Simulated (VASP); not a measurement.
A run of VASP 6.6.1 is set up as follows.

Contents of INCAR:

```
PREC     = Accurate       # precision mode
ENCUT    = 520            # plane-wave cutoff, eV
EDIFF    = 1E-6           # SCF threshold, eV
ISMEAR   = 0              # smearing method
SIGMA    = 0.1            # smearing width, eV
LREAL    = False          # projectors in reciprocal space
LASPH    = True           # aspherical terms in the spheres
NELM     = 150            # most SCF steps
ALGO     = Normal         # electronic algorithm
ISIF     = 2              # what is computed and relaxed
LWAVE    = False          # write WAVECAR
LCHARG   = False          # write CHGCAR
ISPIN    = 2              # spin polarisation
MAGMOM   = 2 2 2          # initial moments
LORBIT   = 11             # projections on sites
LMAXMIX  = 4              # l up to which the mixer works
GGA      = PE             # functional
NBANDS   = 30             # bands
```

KPOINTS

```
Automatic mesh
0
Gamma
  6 6 4
```

POSCAR

```
V
1.0
    3.5032823655      0.0000000000      0.0000000000
   -1.7516411827      3.0339315251      0.0000000000
    0.0000000000      0.0000000000      3.9813192568
V
3
Direct
    0.2170000000      0.0000000000      0.1666666667
    0.0000000000      0.2170000000      0.8333333333
    0.7830000000      0.7830000000      0.5000000000
```

Potentials or basis: VASP PAW PBE potentials, release 64 (V_sv).

Launch:

```sh
$ cat potpaw_PBE.64/V_sv/POTCAR > POTCAR
$ mpirun -np 1 vasp_std > vasp.out
```

Problem. Estimate the band gap on the k mesh.

Solution. None (metal or under the smearing width).

Problem. Estimate the net moment.

Solution. 0.00 μB per cell.

Problem. What does it give for the pressure?

Solution. 32.8 GPa.

Stress tensor (GPa, compression positive):
```
25.10  0.00  0.00
 0.00 25.10  0.00
 0.00  0.00 48.06
```

Caveat: the k mesh is coarse (spacing up to 0.39 Å⁻¹), so the values aren't converged; a pressure of tens of GPa on the cell as given is suspect, and the run, the potentials or the cell itself is likely at fault; forces of over 1 eV/Å show positions far from the minimum, so gaps and moduli don't describe the material at rest.
